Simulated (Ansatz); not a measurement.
Strain and the gap of CaO (rocksalt)

CaO built on the rocksalt prototype, relaxed with r2SCAN in the PAW code Ansatz. It is cubic, Fm-3m (No. 225); conventional cell a = 4.795 Å, 13.78 Å³ an atom. Ca has 6 O at 2.40 Å; O has 6 Ca at 2.40 Å.

The axes x, y and z are those of this cell:
```
CELL_PARAMETERS angstrom
0.00000 2.39755 2.39755
2.39755 0.00000 2.39755
2.39755 2.39755 0.00000
ATOMIC_POSITIONS crystal
Ca 0.00000 0.00000 0.00000
O 0.50000 0.50000 0.50000
```

Unstrained: With PBE the valence top lies at Γ and the conduction bottom at X, 3.653 eV higher; the smallest vertical gap, at X, is 4.025 eV. r2SCAN gives an indirect gap of 4.199 eV, from Γ to X; the least direct gap is 4.574 eV at X. HSE06 gives an indirect gap of 5.312 eV, from Γ to X; the least direct gap is 5.733 eV at X. Meshes: PBE 10×10×10, r2SCAN 10×10×10, HSE06 6×6×6. Strains are changes of length per length. After each strain the atoms were relaxed again with r2SCAN within the symmetry that the strain leaves, so tilts or polar shifts that break it weren't tested; points keep the names that they have in the unstrained zone. (Simulation; spin polarisation is off.)

Changes of the least gap in eV (an overlap counts as a negative gap):

| strain | volume change (%) | space group | PBE | r2SCAN | HSE06 | energy rise, r2SCAN (meV/atom) |
| --- | --- | --- | --- | --- | --- | --- |
| epitaxial -4.0 % in the xy plane, free normal strain +2.24 % | -5.8 | I4/mmm | -0.131 | -0.134 | -0.107 | 42.3 |
| epitaxial -3.0 % in the xy plane, free normal strain +1.65 % | -4.4 | I4/mmm | -0.098 | -0.100 | -0.080 | 22.8 |
| epitaxial -2.0 % in the xy plane, free normal strain +1.07 % | -2.9 | I4/mmm | -0.065 | -0.066 | -0.053 | 9.7 |
| epitaxial -1.0 % in the xy plane, free normal strain +0.50 % | -1.5 | I4/mmm | -0.032 | -0.033 | -0.026 | 2.3 |
| epitaxial +1.0 % in the xy plane, free normal strain -0.50 % | +1.5 | I4/mmm | -0.051 | -0.054 | -0.050 | 2.2 |
| epitaxial +2.0 % in the xy plane, free normal strain -1.00 % | +3.0 | I4/mmm | -0.101 | -0.107 | -0.098 | 8.3 |
| epitaxial +3.0 % in the xy plane, free normal strain -1.44 % | +4.6 | I4/mmm | -0.146 | -0.155 | -0.142 | 17.9 |
| epitaxial +4.0 % in the xy plane, free normal strain -1.89 % | +6.1 | I4/mmm | -0.190 | -0.202 | -0.186 | 30.6 |

Epitaxial -4.0 % in the xy plane, free normal strain +2.24 %. HSE06: the gap goes from 5.312 to 5.205 eV (-0.107 eV); with r2SCAN the top three valence levels at Γ, degenerate before, become 2+1 from the top over 178 meV. Stress change with r2SCAN, compression positive: xx +13.65, yy +13.65, zz +0.01 GPa.

Epitaxial -3.0 % in the xy plane, free normal strain +1.65 %. HSE06: the gap goes from 5.312 to 5.232 eV (-0.080 eV); with r2SCAN the top three valence levels at Γ, degenerate before, become 2+1 from the top over 127 meV. Stress change with r2SCAN, compression positive: xx +9.56, yy +9.56, zz 0.00 GPa.

Epitaxial -2.0 % in the xy plane, free normal strain +1.07 %. HSE06: the gap goes from 5.312 to 5.259 eV (-0.053 eV); with r2SCAN the top three valence levels at Γ, degenerate before, become 2+1 from the top over 81 meV. Stress change with r2SCAN, compression positive: xx +5.96, yy +5.96, zz +0.01 GPa.

Epitaxial -1.0 % in the xy plane, free normal strain +0.50 %. HSE06: the gap goes from 5.312 to 5.286 eV (-0.026 eV); with r2SCAN the top three valence levels at Γ, degenerate before, become 2+1 from the top over 38 meV. Stress change with r2SCAN, compression positive: xx +2.80, yy +2.80, zz +0.06 GPa.

Epitaxial +1.0 % in the xy plane, free normal strain -0.50 %. HSE06: the gap goes from 5.312 to 5.262 eV (-0.050 eV); the X points, equivalent before, split by 55 meV, and the conduction bottom lies at those like (1/2, 1/2, 0); with r2SCAN the top three valence levels at Γ, degenerate before, become 1+2 from the top over 35 meV. Stress change with r2SCAN, compression positive: xx -2.44, yy -2.44, zz -0.01 GPa.

Epitaxial +2.0 % in the xy plane, free normal strain -1.00 %. HSE06: the gap goes from 5.312 to 5.214 eV (-0.098 eV); the X points, equivalent before, split by 111 meV, and the conduction bottom lies at those like (1/2, 1/2, 0); with r2SCAN the top three valence levels at Γ, degenerate before, become 1+2 from the top over 67 meV. Stress change with r2SCAN, compression positive: xx -4.55, yy -4.55, zz +0.04 GPa.

Epitaxial +3.0 % in the xy plane, free normal strain -1.44 %. HSE06: the gap goes from 5.312 to 5.170 eV (-0.142 eV); the X points, equivalent before, split by 166 meV, and the conduction bottom lies at those like (1/2, 1/2, 0); with r2SCAN the top three valence levels at Γ, degenerate before, become 1+2 from the top over 96 meV. Stress change with r2SCAN, compression positive: xx -6.40, yy -6.40, zz -0.01 GPa.

Epitaxial +4.0 % in the xy plane, free normal strain -1.89 %. HSE06: the gap goes from 5.312 to 5.126 eV (-0.186 eV); the X points, equivalent before, split by 222 meV, and the conduction bottom lies at those like (1/2, 1/2, 0); with r2SCAN the top three valence levels at Γ, degenerate before, become 1+2 from the top over 122 meV. Stress change with r2SCAN, compression positive: xx -7.99, yy -7.99, zz +0.02 GPa.

The meshes of the hybrids are coarse, so their gaps aren't converged to the digits shown.

The splittings at Γ are without spin-orbit coupling, which regroups them where it is of like size.
